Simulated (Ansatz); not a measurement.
The system is HCl.

```xyz
2
Lattice="0.0000 2.6750 2.8550 2.5150 0.0000 2.8550 2.5150 2.6750 0.0000" Properties=species:S:1:pos:R:3 pbc="T T T"
Cl    2.5150    2.6750    2.8550
H     0.0000    0.0000    0.0000
```

| Quantity | Value |
| --- | --- |
| Program | Ansatz 0.2.0 |
| Task | relaxation of cell and atoms |
| Functional | r2SCAN |
| Potentials or basis | Ansatz PAW |
| Cutoff | 500 eV (not typed: the program's choice for these potentials) |
| k mesh | 9 × 9 × 9 |
| Occupations | fermi-dirac, width 0.05 eV |
| Spin | no spin polarisation |

At the start: volume 19.21 Å³/atom.

Task: How do energy, volume and symmetry change on relaxing?

Result: It ends after 21 steps and the volume is 19.75 Å³/atom (+2.8 %); space group I4/mmm (No. 139, to 0.05 Å).

Step by step:
| step | energy change (eV) | largest force (eV/Å) | volume (Å³) |
| --- | --- | --- | --- |
| 1 | 0.0000 | 0.0000 | 38.41 |
| 2 | -0.2808 | 0.0000 | 34.89 |
| 3 | -0.5470 | 0.0000 | 31.98 |
| 4 | -0.8089 | 0.0000 | 29.67 |
| 5 | -1.0857 | 0.0000 | 27.86 |
| 6 | -1.3971 | 0.0000 | 26.47 |
| 7 | -1.7305 | 0.0000 | 25.24 |
| 8 | -2.0641 | 0.0000 | 24.41 |
| 9 | -2.3013 | 0.0000 | 24.06 |
| 10 | -2.4406 | 0.0000 | 26.01 |
| 11 | -2.5413 | 0.0000 | 28.81 |
| 12 | -2.5927 | 0.0000 | 31.17 |
| 13 | -2.6194 | 0.0000 | 33.49 |
| 14 | -2.6309 | 0.0000 | 35.81 |
| 15 | -2.6326 | 0.0000 | 36.96 |
| 16 | -2.6327 | 0.0000 | 37.36 |
| 17 | -2.6411 | 0.0000 | 37.36 |
| 18 | -2.6424 | 0.0000 | 38.61 |
| 19 | -2.6426 | 0.0000 | 39.33 |
| 20 | -2.6426 | 0.0000 | 39.49 |
| 21 | -2.6429 | 0.0000 | 39.49 |

Final structure:
```
Cl H
1.0
     0.00000    3.59159    3.59183
     1.53066    0.00000    3.59183
     1.53066    3.59159    0.00000
Cl H
1 1
Cartesian
  1.5307 3.5916 3.5918
  0.0000 0.0000 0.0000
```

Caveat: the plane-wave basis is chosen anew once the cell has moved, so the energies of steps on either side of that aren't comparable; the PAW data sets come from PBE, with cores solved anew for the run's functional, which leaves a small shift of forces and pressure.
